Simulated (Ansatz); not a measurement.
**Ti: what the functional changes**

Aim: hold the geometry of Ti and change the functional (LDA, PBEsol, PBE), with LAPW and PAW, to see how pressure and electronic structure move. Some runs scale the volume too.

Computed with Ansatz 0.2.0 (DFT, scalar-relativistic, functionals as named in each step, unless a step's input says otherwise).

## Step 1: The starting structure

It takes space group Im-3m (No. 229, cubic). Conventional cell: a = 3.252 Å, b = 3.252 Å, c = 3.252 Å, α = 90.00°, β = 90.00°, γ = 90.00°. Ti (site symmetry m-3m) is surrounded by 8 Ti at 2.82 Å.

Coordinates:

```xyz
1
Lattice="-1.6258 1.6258 1.6258 1.6258 -1.6258 1.6258 1.6258 1.6258 -1.6258" Properties=species:S:1:pos:R:3 pbc="T T T"
Ti    0.0000    0.0000    0.0000
```

## Step 2: LDA, LAPW

input.yaml

```yaml
crystal:
  lattice:
    - [-1.6258179727, 1.6258179727, 1.6258179727]
    - [1.6258179727, -1.6258179727, 1.6258179727]
    - [1.6258179727, 1.6258179727, -1.6258179727]
  atoms:
    - { symbol: Ti, position: [0.0, 0.0, 0.0] }
kpoints:
  mp_grid: { grid: [18, 18, 18] }
  band_path:
    path:
      - [0.0, 0.0, 0.0]
      - [0.5, -0.5, 0.5]
      - [0.0, 0.0, 0.5]
      - [0.0, 0.0, 0.0]
      - [0.25, 0.25, 0.25]
      - [0.5, -0.5, 0.5]
      - [0.25, 0.25, 0.25]
      - [0.0, 0.0, 0.5]
    npoints: 5
scf:
  occupations: { method: fermi_dirac, width: 0.05 }
hamiltonian:
  xc: lda
  pseudopotentials: { kind: all_electron, lapw: { basis_error: 0.001 } }
output:
  forces: true
  stress: true
  eigenvalues: true
```

Run with:

```sh
$ ansatz run input.yaml --threads 1 --pin off --max-ram 2048MiB --backend cpu --events-out ev --progress --plain --runs-dir out
```

What it wrote, cut to the lines that bear on the results:

```text
LAPW: plane waves up to 7.796 Å⁻¹, error target 1.0e-3 eV per atom; small_component_spin mean_spin; Ti in spheres of 1.408 Å, 12 of its electrons in bands, Dirac shells []
[...]
Pseudopotentials: kind: all_electron
Pseudopotential: Ti, LAPW, valence charge 12, Koelling and Harmon's equation, gaussian nucleus
Functional definition: SPW92
[...]
Crystal: 1 atoms, lattice volume = 17.190 Å³
Basis set: ecut = 231.55771186163045 eV, 141 PW (Γ), exchange–correlation at level 2
Bands: 10, of which v1, the nominal top of the filled ones, is band 6 counted from 1 (5 counted from 0)
Symmetry: 48 space group operations
Space group: Im-3m (ITA 229), of the structure as read, at distance tolerance 2.6e-5 Å
k-points: 195 of 5832
[...]
SCF iter   1: F=—  HF=-23184.091063 eV  |F-HF|=—  |Δ(HF+E_count)|=         —  Δρ=2.11e-2  dr2=5.75e-2  ethr=4.74e-4  ⟨swp⟩=2.8  Hψ=14471  notcnv=0
[...]
SCF iter   6: F=-23183.946614 eV  HF=-23183.946614 eV  |F-HF|=8.88e-9  |Δ(HF+E_count)|=   3.27e-7  Δρ=3.00e-6  dr2=1.06e-9  ethr=7.34e-10  ⟨swp⟩=2.1  Hψ=5771  notcnv=0
[...]
NSCF: frozen V_eff on 36 k-points
SCF converged after 6 iterations
Free energy (F): -23183.946614 eV
[...]
E sigma→0 (E₀):  -23183.937196 eV
Entropy (-TS):   -0.018836 eV (-18.836 meV/atom)
Fermi energy:    13.393292 eV
[...]
--- Forces (eV/Å), atoms counted from 1 ---
  atom   1  Ti    -0.00000000     0.00000000     0.00000000
[...]
--- Stress (GPa, compression-positive) ---
       -8.421827       0.000000      -0.000000
        0.000000      -8.421827      -0.000000
       -0.000000      -0.000000      -8.421827
  P = ⅓ Tr σ = -8.4218 GPa (-84.218 kbar)
--- Band table (eV; the first three rows and the last of 195) ---
  k-point 0: bands = ["-42.4890", "-18.6412", "-18.6412", "-18.6412", "7.5094", "14.3576", "14.3576", "14.3576", "16.1607", "16.1607"]
[...]
```

It took 5.7 s on 1 thread of Intel Xeon 6975P-C (Granite Rapids), shared host.

In short: pressure -8.42 GPa; no gap.

## Step 3: LDA, PAW

Changes to input.yaml since step 2:

```diff
@@ -24,3 +24,3 @@
   xc: lda
-  pseudopotentials: { kind: all_electron, lapw: { basis_error: 0.001 } }
+  pseudopotentials: { kind: paw }
 output:
@@ -29 +29,2 @@
   eigenvalues: true
+  efg: { contact_densities: true }
```

Run with:

```sh
$ ansatz run input.yaml --threads 1 --pin off --max-ram 2048MiB --backend cpu --events-out ev --progress --plain --runs-dir out
```

What it wrote, cut to the lines that bear on the results:

```text
[...]
Pseudopotentials: kind: paw
Pseudopotential: Ti, paw, valence charge 12, recommended cutoff 420 eV (normal)
Functional definition: SPW92
[...]
Crystal: 1 atoms, lattice volume = 17.190 Å³
Basis set: ecut = 420 eV, 321 PW (Γ)
Bands: 10, of which v1, the nominal top of the filled ones, is band 6 counted from 1 (5 counted from 0)
Symmetry: 48 space group operations
Space group: Im-3m (ITA 229), of the structure as read, at distance tolerance 2.6e-5 Å
k-points: 195 of 5832
[...]
SCF iter   1: F=—  HF=-2450.183796 eV  |F-HF|=—  |Δ(HF+E_count)|=         —  Δρ=5.59e-3  dr2=2.97e-3  ethr=1.77e-3  ⟨swp⟩=4.5  Hψ=10483  notcnv=0
[...]
SCF iter   6: F=-2450.183300 eV  HF=-2450.183300 eV  |F-HF|=9.09e-13  |Δ(HF+E_count)|=   1.43e-8  Δρ=3.94e-7  dr2=1.06e-11  ethr=3.90e-10  ⟨swp⟩=2.0  Hψ=6159  notcnv=0
[...]
NSCF: frozen V_eff on 36 k-points
SCF converged after 6 iterations
Free energy (F): -2450.183300 eV
[...]
E sigma→0 (E₀):  -2450.173877 eV
Entropy (-TS):   -0.018846 eV (-18.846 meV/atom)
Fermi energy:    12.971270 eV
[...]
--- Forces (eV/Å), atoms counted from 1 ---
  atom   1  Ti    -0.00000000    -0.00000000     0.00000000
[...]
--- Stress (GPa, compression-positive) ---
       -8.427398       0.000000       0.000000
        0.000000      -8.427398       0.000000
       -0.000000      -0.000000      -8.427398
  P = ⅓ Tr σ = -8.4274 GPa (-84.274 kbar)
--- PAW observables at the nuclei: V_zz in 10²¹ V/m², potentials from the cell's mean, atoms counted from 1 ---
  atom   1  Ti V_zz =    -0.000000   η = 0.0000   by run symmetry: forbidden
            electrostatic potential = -2531.262955 V   contact ρ = 56425.428166 e/Å³
--- Band table (eV; the first three rows and the last of 195) ---
  k-point 0: bands = ["-42.9221", "-19.0712", "-19.0712", "-19.0712", "7.0870", "13.9349", "13.9349", "13.9349", "15.7368", "15.7368"]
[...]
```

It took 1.9 s on 1 thread of Intel Xeon 6975P-C (Granite Rapids), shared host.

This run gives: pressure -8.43 GPa; no gap.

## Step 4: PBEsol, LAPW

Changes to input.yaml since step 3:

```diff
@@ -23,4 +23,4 @@
 hamiltonian:
-  xc: lda
-  pseudopotentials: { kind: paw }
+  xc: pbesol
+  pseudopotentials: { kind: all_electron, lapw: { basis_error: 0.001 } }
 output:
@@ -29,2 +29 @@
   eigenvalues: true
-  efg: { contact_densities: true }
```

Run with:

```sh
$ ansatz run input.yaml --threads 1 --pin off --max-ram 2048MiB --backend cpu --events-out ev --progress --plain --runs-dir out
```

What it wrote, cut to the lines that bear on the results:

```text
LAPW: plane waves up to 7.796 Å⁻¹, error target 1.0e-3 eV per atom; small_component_spin mean_spin; Ti in spheres of 1.408 Å, 12 of its electrons in bands, Dirac shells []
[...]
Pseudopotentials: kind: all_electron
Pseudopotential: Ti, LAPW, valence charge 12, Koelling and Harmon's equation, gaussian nucleus
Functional definition: PBEsol
[...]
Crystal: 1 atoms, lattice volume = 17.190 Å³
Basis set: ecut = 231.56211141367407 eV, 141 PW (Γ), exchange–correlation at level 2
Bands: 10, of which v1, the nominal top of the filled ones, is band 6 counted from 1 (5 counted from 0)
Symmetry: 48 space group operations
Space group: Im-3m (ITA 229), of the structure as read, at distance tolerance 2.6e-5 Å
k-points: 195 of 5832
[...]
SCF iter   1: F=—  HF=-23207.643620 eV  |F-HF|=—  |Δ(HF+E_count)|=         —  Δρ=2.36e-2  dr2=7.18e-2  ethr=5.93e-4  ⟨swp⟩=2.8  Hψ=14393  notcnv=0
[...]
SCF iter   6: F=-23207.468771 eV  HF=-23207.468771 eV  |F-HF|=1.30e-8  |Δ(HF+E_count)|=   4.58e-7  Δρ=3.33e-6  dr2=1.24e-9  ethr=9.02e-10  ⟨swp⟩=2.1  Hψ=5758  notcnv=0
[...]
NSCF: frozen V_eff on 36 k-points
SCF converged after 6 iterations
Free energy (F): -23207.468771 eV
[...]
E sigma→0 (E₀):  -23207.459465 eV
Entropy (-TS):   -0.018613 eV (-18.613 meV/atom)
Fermi energy:    13.575491 eV
[...]
--- Forces (eV/Å), atoms counted from 1 ---
  atom   1  Ti    -0.00000000     0.00000000     0.00000000
[...]
--- Stress (GPa, compression-positive) ---
       -4.062017      -0.000000       0.000000
       -0.000000      -4.062017       0.000000
        0.000000       0.000000      -4.062017
  P = ⅓ Tr σ = -4.0620 GPa (-40.620 kbar)
--- Band table (eV; the first three rows and the last of 195) ---
  k-point 0: bands = ["-42.6585", "-18.6130", "-18.6130", "-18.6130", "7.6215", "14.5744", "14.5744", "14.5744", "16.3751", "16.3751"]
[...]
```

Wall time 5.1 s (1 thread of Intel Xeon 6975P-C (Granite Rapids), shared host).

Read from it: pressure -4.06 GPa; no gap.

## Step 5: PBEsol, PAW

Changes to input.yaml since step 4:

```diff
@@ -24,3 +24,3 @@
   xc: pbesol
-  pseudopotentials: { kind: all_electron, lapw: { basis_error: 0.001 } }
+  pseudopotentials: { kind: paw }
 output:
@@ -29 +29,2 @@
   eigenvalues: true
+  efg: { contact_densities: true }
```

Run with:

```sh
$ ansatz run input.yaml --threads 1 --pin off --max-ram 2048MiB --backend cpu --events-out ev --progress --plain --runs-dir out
```

What it wrote, cut to the lines that bear on the results:

```text
[...]
Pseudopotentials: kind: paw
Pseudopotential: Ti, paw, valence charge 12, recommended cutoff 420 eV (normal)
Functional definition: PBEsol
[...]
Crystal: 1 atoms, lattice volume = 17.190 Å³
Basis set: ecut = 420 eV, 321 PW (Γ), exchange–correlation on 40×40×40 points (8 copies of the dense FFT grid, shifted against one another)
Bands: 10, of which v1, the nominal top of the filled ones, is band 6 counted from 1 (5 counted from 0)
Symmetry: 48 space group operations
Space group: Im-3m (ITA 229), of the structure as read, at distance tolerance 2.6e-5 Å
k-points: 195 of 5832
[...]
SCF iter   1: F=—  HF=-2473.794142 eV  |F-HF|=—  |Δ(HF+E_count)|=         —  Δρ=5.12e-3  dr2=2.66e-3  ethr=1.77e-3  ⟨swp⟩=4.4  Hψ=10328  notcnv=0
[...]
SCF iter   6: F=-2473.793058 eV  HF=-2473.793058 eV  |F-HF|=7.28e-12  |Δ(HF+E_count)|=  4.28e-10  Δρ=5.60e-7  dr2=1.26e-11  ethr=4.55e-11  ⟨swp⟩=1.0  Hψ=5957  notcnv=0
[...]
NSCF: frozen V_eff on 36 k-points
SCF converged after 6 iterations
Free energy (F): -2473.793058 eV
[...]
E sigma→0 (E₀):  -2473.783751 eV
Entropy (-TS):   -0.018615 eV (-18.615 meV/atom)
Fermi energy:    13.156496 eV
[...]
--- Forces (eV/Å), atoms counted from 1 ---
  atom   1  Ti    -0.00000000    -0.00000000    -0.00000000
[...]
--- Stress (GPa, compression-positive) ---
       -4.055304       0.000000       0.000000
        0.000000      -4.055304       0.000000
        0.000000       0.000000      -4.055304
  P = ⅓ Tr σ = -4.0553 GPa (-40.553 kbar)
--- PAW observables at the nuclei: V_zz in 10²¹ V/m², potentials from the cell's mean, atoms counted from 1 ---
  atom   1  Ti V_zz =    -0.000000   η = 0.0000   by run symmetry: forbidden
            electrostatic potential = -2531.208185 V   contact ρ = 56644.616526 e/Å³
--- Band table (eV; the first three rows and the last of 195) ---
  k-point 0: bands = ["-43.0776", "-19.0309", "-19.0309", "-19.0309", "7.2026", "14.1553", "14.1553", "14.1553", "15.9559", "15.9559"]
[...]
```

Wall time 1.9 s (1 thread of Intel Xeon 6975P-C (Granite Rapids), shared host).

Read from it: pressure -4.06 GPa; no gap.

## Step 6: PBE, LAPW

Changes to input.yaml since step 5:

```diff
@@ -23,4 +23,4 @@
 hamiltonian:
-  xc: pbesol
-  pseudopotentials: { kind: paw }
+  xc: pbe
+  pseudopotentials: { kind: all_electron, lapw: { basis_error: 0.001 } }
 output:
@@ -29,2 +29 @@
   eigenvalues: true
-  efg: { contact_densities: true }
```

Run with:

```sh
$ ansatz run input.yaml --threads 1 --pin off --max-ram 2048MiB --backend cpu --events-out ev --progress --plain --runs-dir out
```

What it wrote, cut to the lines that bear on the results:

```text
LAPW: plane waves up to 7.803 Å⁻¹, error target 1.0e-3 eV per atom; small_component_spin mean_spin; Ti in spheres of 1.408 Å, 12 of its electrons in bands, Dirac shells []
[...]
Pseudopotentials: kind: all_electron
Pseudopotential: Ti, LAPW, valence charge 12, Koelling and Harmon's equation, gaussian nucleus
Functional definition: PBE
[...]
Crystal: 1 atoms, lattice volume = 17.190 Å³
Basis set: ecut = 231.96159514959612 eV, 141 PW (Γ), exchange–correlation at level 2
Bands: 10, of which v1, the nominal top of the filled ones, is band 6 counted from 1 (5 counted from 0)
Symmetry: 48 space group operations
Space group: Im-3m (ITA 229), of the structure as read, at distance tolerance 2.6e-5 Å
k-points: 195 of 5832
[...]
SCF iter   1: F=—  HF=-23233.387042 eV  |F-HF|=—  |Δ(HF+E_count)|=         —  Δρ=2.35e-2  dr2=7.13e-2  ethr=5.89e-4  ⟨swp⟩=2.8  Hψ=14376  notcnv=0
[...]
SCF iter   6: F=-23233.229030 eV  HF=-23233.229030 eV  |F-HF|=8.77e-9  |Δ(HF+E_count)|=   4.05e-7  Δρ=3.21e-6  dr2=1.15e-9  ethr=1.13e-9  ⟨swp⟩=2.2  Hψ=5785  notcnv=0
[...]
NSCF: frozen V_eff on 36 k-points
SCF converged after 6 iterations
Free energy (F): -23233.229030 eV
[...]
E sigma→0 (E₀):  -23233.219726 eV
Entropy (-TS):   -0.018606 eV (-18.606 meV/atom)
Fermi energy:    13.706093 eV
[...]
--- Forces (eV/Å), atoms counted from 1 ---
  atom   1  Ti    -0.00000000    -0.00000000     0.00000000
[...]
--- Stress (GPa, compression-positive) ---
        0.424301      -0.000000       0.000000
       -0.000000       0.424301      -0.000000
        0.000000      -0.000000       0.424301
  P = ⅓ Tr σ = 0.4243 GPa (4.243 kbar)
--- Band table (eV; the first three rows and the last of 195) ---
  k-point 0: bands = ["-42.7634", "-18.6232", "-18.6232", "-18.6232", "7.7574", "14.7074", "14.7074", "14.7074", "16.4915", "16.4915"]
[...]
```

It took 4.9 s on 1 thread of Intel Xeon 6975P-C (Granite Rapids), shared host.

In short: pressure 0.42 GPa; no gap.

## Step 7: PBE, PAW

Changes to input.yaml since step 6:

```diff
@@ -24,3 +24,3 @@
   xc: pbe
-  pseudopotentials: { kind: all_electron, lapw: { basis_error: 0.001 } }
+  pseudopotentials: { kind: paw }
 output:
@@ -29 +29,2 @@
   eigenvalues: true
+  efg: { contact_densities: true }
```

Run with:

```sh
$ ansatz run input.yaml --threads 1 --pin off --max-ram 2048MiB --backend cpu --events-out ev --progress --plain --runs-dir out
```

What it wrote, cut to the lines that bear on the results:

```text
[...]
Pseudopotentials: kind: paw
Pseudopotential: Ti, paw, valence charge 12, recommended cutoff 420 eV (normal)
Functional definition: PBE
[...]
Crystal: 1 atoms, lattice volume = 17.190 Å³
Basis set: ecut = 420 eV, 321 PW (Γ), exchange–correlation on 40×40×40 points (8 copies of the dense FFT grid, shifted against one another)
Bands: 10, of which v1, the nominal top of the filled ones, is band 6 counted from 1 (5 counted from 0)
Symmetry: 48 space group operations
Space group: Im-3m (ITA 229), of the structure as read, at distance tolerance 2.6e-5 Å
k-points: 195 of 5832
[...]
SCF iter   1: F=—  HF=-2499.565327 eV  |F-HF|=—  |Δ(HF+E_count)|=         —  Δρ=2.10e-3  dr2=6.18e-4  ethr=1.77e-3  ⟨swp⟩=4.3  Hψ=10302  notcnv=0
[...]
SCF iter   6: F=-2499.565141 eV  HF=-2499.565141 eV  |F-HF|=3.68e-11  |Δ(HF+E_count)|=   5.22e-9  Δρ=8.36e-7  dr2=1.04e-10  ethr=1.45e-11  ⟨swp⟩=1.8  Hψ=5764  notcnv=0
[...]
NSCF: frozen V_eff on 36 k-points
SCF converged after 6 iterations
Free energy (F): -2499.565141 eV
[...]
E sigma→0 (E₀):  -2499.555837 eV
Entropy (-TS):   -0.018609 eV (-18.609 meV/atom)
Fermi energy:    13.287777 eV
[...]
--- Forces (eV/Å), atoms counted from 1 ---
  atom   1  Ti    -0.00000000    -0.00000000    -0.00000000
[...]
--- Stress (GPa, compression-positive) ---
        0.432743       0.000000       0.000000
       -0.000000       0.432743       0.000000
        0.000000       0.000000       0.432743
  P = ⅓ Tr σ = 0.4327 GPa (4.327 kbar)
--- PAW observables at the nuclei: V_zz in 10²¹ V/m², potentials from the cell's mean, atoms counted from 1 ---
  atom   1  Ti V_zz =    -0.000000   η = 0.0000   by run symmetry: forbidden
            electrostatic potential = -2531.462170 V   contact ρ = 56790.909898 e/Å³
--- Band table (eV; the first three rows and the last of 195) ---
  k-point 0: bands = ["-43.1801", "-19.0394", "-19.0394", "-19.0394", "7.3383", "14.2886", "14.2886", "14.2886", "16.0730", "16.0730"]
[...]
```

Wall time 1.9 s (1 thread of Intel Xeon 6975P-C (Granite Rapids), shared host).

Result: pressure 0.43 GPa; no gap.

## Step 8: PBE, LAPW, volume × 0.96

input.yaml

```yaml
crystal:
  lattice:
    - [-1.603844766, 1.603844766, 1.603844766]
    - [1.603844766, -1.603844766, 1.603844766]
    - [1.603844766, 1.603844766, -1.603844766]
  atoms:
    - { symbol: Ti, position: [0.0, 0.0, 0.0] }
kpoints:
  mp_grid: { grid: [18, 18, 18] }
scf:
  occupations: { method: fermi_dirac, width: 0.05 }
hamiltonian:
  xc: pbe
  pseudopotentials: { kind: all_electron, lapw: { basis_error: 0.001 } }
output:
  forces: true
  stress: true
  eigenvalues: true
```

Run with:

```sh
$ ansatz run input.yaml --threads 1 --pin off --max-ram 2048MiB --backend cpu --events-out ev --progress --plain --runs-dir out
```

What it wrote, cut to the lines that bear on the results:

```text
LAPW: plane waves up to 7.916 Å⁻¹, error target 1.0e-3 eV per atom; small_component_spin mean_spin; Ti in spheres of 1.389 Å, 12 of its electrons in bands, Dirac shells []
[...]
Pseudopotentials: kind: all_electron
Pseudopotential: Ti, LAPW, valence charge 12, Koelling and Harmon's equation, gaussian nucleus
Functional definition: PBE
[...]
Crystal: 1 atoms, lattice volume = 16.502 Å³
Basis set: ecut = 238.71862873432386 eV, 141 PW (Γ), exchange–correlation at level 2
Bands: 10, of which v1, the nominal top of the filled ones, is band 6 counted from 1 (5 counted from 0)
Symmetry: 48 space group operations
Space group: Im-3m (ITA 229), of the structure as read, at distance tolerance 2.5e-5 Å
k-points: 195 of 5832
[...]
SCF iter   1: F=—  HF=-23233.367436 eV  |F-HF|=—  |Δ(HF+E_count)|=         —  Δρ=2.36e-2  dr2=6.72e-2  ethr=5.56e-4  ⟨swp⟩=2.8  Hψ=14393  notcnv=0
[...]
SCF iter   6: F=-23233.217378 eV  HF=-23233.217378 eV  |F-HF|=5.14e-9  |Δ(HF+E_count)|=   3.30e-7  Δρ=3.02e-6  dr2=9.75e-10  ethr=1.25e-9  ⟨swp⟩=2.0  Hψ=5750  notcnv=0
[...]
SCF converged after 6 iterations
Free energy (F): -23233.217378 eV
[...]
E sigma→0 (E₀):  -23233.208459 eV
Entropy (-TS):   -0.017839 eV (-17.839 meV/atom)
Fermi energy:    14.375502 eV
[...]
--- Forces (eV/Å), atoms counted from 1 ---
  atom   1  Ti    -0.00000000    -0.00000000     0.00000000
[...]
--- Stress (GPa, compression-positive) ---
        5.143092       0.000000      -0.000000
        0.000000       5.143092       0.000000
       -0.000000       0.000000       5.143092
  P = ⅓ Tr σ = 5.1431 GPa (51.431 kbar)
--- Band table (eV; the first three rows and the last of 195) ---
  k-point 0: bands = ["-42.0114", "-17.8204", "-17.8204", "-17.8204", "8.3516", "15.4143", "15.4143", "15.4143", "17.2903", "17.2903"]
[...]
```

Run time: 4.5 s. Hardware: 1 thread of Intel Xeon 6975P-C (Granite Rapids), shared host.

This run gives: pressure 5.14 GPa; no gap.

## Step 9: PBE, PAW, volume × 0.96

Changes to input.yaml since step 8:

```diff
@@ -13,3 +13,3 @@
   xc: pbe
-  pseudopotentials: { kind: all_electron, lapw: { basis_error: 0.001 } }
+  pseudopotentials: { kind: paw }
 output:
@@ -18 +18,6 @@
   eigenvalues: true
+  efg: { contact_densities: true }
+  write_density: true
+  write_potential: true
+  elf: true
+  volumetric_format: npy
```

Run with:

```sh
$ ansatz run input.yaml --threads 1 --pin off --max-ram 2048MiB --backend cpu --events-out ev --progress --plain --runs-dir out
```

What it wrote, cut to the lines that bear on the results:

```text
[...]
Pseudopotentials: kind: paw
Pseudopotential: Ti, paw, valence charge 12, recommended cutoff 420 eV (normal)
Functional definition: PBE
[...]
Crystal: 1 atoms, lattice volume = 16.502 Å³
Basis set: ecut = 420 eV, 321 PW (Γ), exchange–correlation on 40×40×40 points (8 copies of the dense FFT grid, shifted against one another)
Bands: 10, of which v1, the nominal top of the filled ones, is band 6 counted from 1 (5 counted from 0)
Symmetry: 48 space group operations
Space group: Im-3m (ITA 229), of the structure as read, at distance tolerance 2.5e-5 Å
k-points: 195 of 5832
[...]
SCF iter   1: F=—  HF=-2499.553605 eV  |F-HF|=—  |Δ(HF+E_count)|=         —  Δρ=2.09e-3  dr2=5.11e-4  ethr=1.77e-3  ⟨swp⟩=4.4  Hψ=10286  notcnv=0
[...]
SCF iter   6: F=-2499.553445 eV  HF=-2499.553445 eV  |F-HF|=7.00e-11  |Δ(HF+E_count)|=   1.72e-8  Δρ=1.04e-6  dr2=4.77e-11  ethr=1.28e-10  ⟨swp⟩=4.0  Hψ=8585  notcnv=0
[...]
SCF converged after 6 iterations
Free energy (F): -2499.553445 eV
[...]
E sigma→0 (E₀):  -2499.544524 eV
Entropy (-TS):   -0.017841 eV (-17.841 meV/atom)
Fermi energy:    13.938839 eV
[...]
--- Forces (eV/Å), atoms counted from 1 ---
  atom   1  Ti    -0.00000000    -0.00000000     0.00000000
[...]
--- Stress (GPa, compression-positive) ---
        5.156095      -0.000000       0.000000
        0.000000       5.156095       0.000000
        0.000000       0.000000       5.156095
  P = ⅓ Tr σ = 5.1561 GPa (51.561 kbar)
--- PAW observables at the nuclei: V_zz in 10²¹ V/m², potentials from the cell's mean, atoms counted from 1 ---
  atom   1  Ti V_zz =    -0.000000   η = 0.0000   by run symmetry: forbidden
            electrostatic potential = -2532.276718 V   contact ρ = 56791.509502 e/Å³
--- Band table (eV; the first three rows and the last of 195) ---
  k-point 0: bands = ["-42.4462", "-18.2548", "-18.2548", "-18.2548", "7.9142", "14.9770", "14.9770", "14.9770", "16.8535", "16.8535"]
[...]
```

Run time: 1.7 s. Hardware: 1 thread of Intel Xeon 6975P-C (Granite Rapids), shared host.

Result: pressure 5.16 GPa; no gap.

## Step 10: Comparison

| run | pressure (GPa) | SCF cycles, all passes |
| --- | --- | --- |
| LDA, LAPW | -8.42 | 6 |
| LDA, PAW | -8.43 | 6 |
| PBEsol, LAPW | -4.06 | 6 |
| PBEsol, PAW | -4.06 | 6 |
| PBE, LAPW | 0.42 | 6 |
| PBE, PAW | 0.43 | 6 |
| PBE, LAPW, volume × 0.96 | 5.14 | 6 |
| PBE, PAW, volume × 0.96 | 5.16 | 6 |

## Step 11: Outcome

```
                          quantity      value
              pressure, LDA (LAPW)  -8.42 GPa
           pressure, PBEsol (LAPW)  -4.06 GPa
              pressure, PBE (LAPW)   0.42 GPa
pressure, PBE, LAPW, volume × 0.96   5.14 GPa
```

What this shows: LAPW pressures run LDA (-8.4 GPa) < PBEsol (-4.1 GPa) < PBE (0.4 GPa); a lower pressure means a smaller equilibrium volume. A straight line through the two PBE volumes puts zero pressure near 17.25 Å³/atom. Over the pairs set side by side here (LDA, PBEsol, PBE, PBE), PAW stays within 0.01 GPa of LAPW.
